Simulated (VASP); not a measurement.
Wanted: the native input for a VASP 6.6.1 run.

```yaml
Task: single point
Functional: PBE
Potentials_or_basis: VASP PAW PBE potentials, release 64 (Hf_pv, B)
Cutoff: 520 eV
k_mesh: 8 × 8 × 8
Occupations: gaussian, width 0.1 eV
Spin: no spin polarisation
Dipole_correction: no
Further_INCAR_settings: ALGO = Fast; EDIFF = 1e-06; NBANDS = 43
```

The structure of Hf3B lies in POSCAR:

```
Hf3B
1.0
    5.2368299770      0.0000000000      0.0000000000
    0.0000000000      5.2368299770      0.0000000000
    0.0000000000      0.0000000000      5.2368299770
Hf B
6 2
Direct
    0.2500000000      0.0000000000      0.5000000000
    0.7500000000      0.0000000000      0.5000000000
    0.0000000000      0.5000000000      0.2500000000
    0.0000000000      0.5000000000      0.7500000000
    0.5000000000      0.7500000000      0.0000000000
    0.5000000000      0.2500000000      0.0000000000
    0.0000000000      0.0000000000      0.0000000000
    0.5000000000      0.5000000000      0.5000000000
```

The cell was built by a generator and needn't be a form met in nature.

The cell isn't the ideal one: species swapped into the Mo3Os type (Pm-3n, No. 223).

One way to write it, as run:

INCAR

```
ALGO     = Fast           # electronic algorithm
EDIFF    = 1E-6           # SCF threshold, eV
ENCUT    = 520            # plane-wave cutoff, eV
GGA      = PE             # functional
ISIF     = 2              # what is computed and relaxed
ISMEAR   = 0              # smearing method
LASPH    = True           # aspherical terms in the spheres
LCHARG   = False          # write CHGCAR
LREAL    = False          # projectors in reciprocal space
LWAVE    = False          # write WAVECAR
NBANDS   = 43             # bands
NELM     = 100            # most SCF steps
PREC     = Accurate       # precision mode
SIGMA    = 0.1            # smearing width, eV
```

KPOINTS

```
k-points
0
Gamma
  8 8 8
```

Potentials or basis: VASP PAW PBE potentials, release 64 (Hf_pv, B).

Command:

```bash
$ cat potpaw_PBE.64/Hf_pv/POTCAR potpaw_PBE.64/B/POTCAR > POTCAR
$ mpirun -np 1 vasp_std > vasp.out
```

Results of the run:

- Pressure: -0.4 GPa
- Band gap on the k mesh: none (metal or under the smearing width)

Run time: 4.2 min on 1 thread of Intel(R) Xeon(R) Platinum 8375C CPU @ 2.90GHz (Ice Lake) (shared host), peak memory 0.34 GiB.
